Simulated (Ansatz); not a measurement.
Method: Ansatz, DFT PBE, scalar-relativistic, plane waves, PAW. All cells share a 420 eV cutoff and Γ-centred k meshes spaced at most about 0.3 Å⁻¹ (about 0.25 or finer for metals, 2π included). No spin polarisation in the final relaxations.

Temperature and zero-point effects are left out. All come from trial cells, and lower structures may exist.

Question: Order these relaxed structures of SiGe₂ by energy, lowest first, with the energy over the lowest of them.
A.

Space group Cmmm (No. 65). a = 2.812 Å, b = 14.646 Å, c = 2.614 Å, α = 90.00°, β = 90.00°, γ = 90.00°
```json
{"atom": "Si", "site": "2d", "symmetry": "mmm", "x": "0.0000", "y": "0.0000", "z": "0.5000"}
{"atom": "Ge", "site": "4j", "symmetry": "m2m", "x": "0.5000", "y": "0.1600", "z": "0.5000"}
```

B.

Space group I4/mmm (No. 139). a = 2.859 Å, b = 2.859 Å, c = 13.314 Å, α = 90.00°, β = 90.00°, γ = 90.00°
```json
{"atom": "Si", "site": "2b", "symmetry": "4/mmm", "x": "0.5000", "y": "0.5000", "z": "0.0000"}
{"atom": "Ge", "site": "4e", "symmetry": "4mm", "x": "0.5000", "y": "0.5000", "z": "0.3435"}
```

C.

Space group Imma (No. 74). a = 5.011 Å, b = 5.119 Å, c = 8.398 Å, α = 90.00°, β = 90.00°, γ = 90.00°
```
atom  site  symmetry       x       y       z
  Si    4e       mm2  0.0000  0.2500  0.7080
  Ge    4e       mm2  0.5000  0.7500  0.8722
  Ge    4e       mm2  0.5000  0.7500  0.5262
```

D.

Space group P-3m1 (No. 164). a = 3.996 Å, b = 3.996 Å, c = 9.787 Å, α = 90.00°, β = 90.00°, γ = 120.00°
```
atom  site  symmetry       x       y       z
  Si    2d       3m. 0.3333  0.6667  0.7915
  Ge    2d       3m. 0.6667  0.3333  0.4559
  Ge    2c       3m. 0.0000  0.0000  0.1276
```

Answer: D (0 meV/atom), C (273 meV/atom), A (286 meV/atom), B (426 meV/atom). Forms: D Si and Ge ordered on diamond sites, P-3m1; C Imma; A Cmmm; B Si and Ge ordered on fcc sites, I4/mmm. Counting Ge atoms around Si (those within 1.25 times the shortest such distance or 1.15 times the sum of covalent radii, 1.27 where that leaves under three; a plus sign parts nearer from farther groups; the shortest distance is added where it exceeds 1.18 times the sum of covalent radii): D has Si 4; C has Si 4+2; A has Si 4 from 2.7 Å; B has Si 8 from 2.9 Å.

For metals, differences of a few meV/atom aren't resolved. No dispersion correction is applied, so the spacing and binding between layers, chains or molecules are poorly described (I4/mmm), and this can change margins and order among such cells. Cells relaxed within their symmetry can be saddle points. Some structure types and database cells were kept out of the candidates from the start, so a known form may be missing.
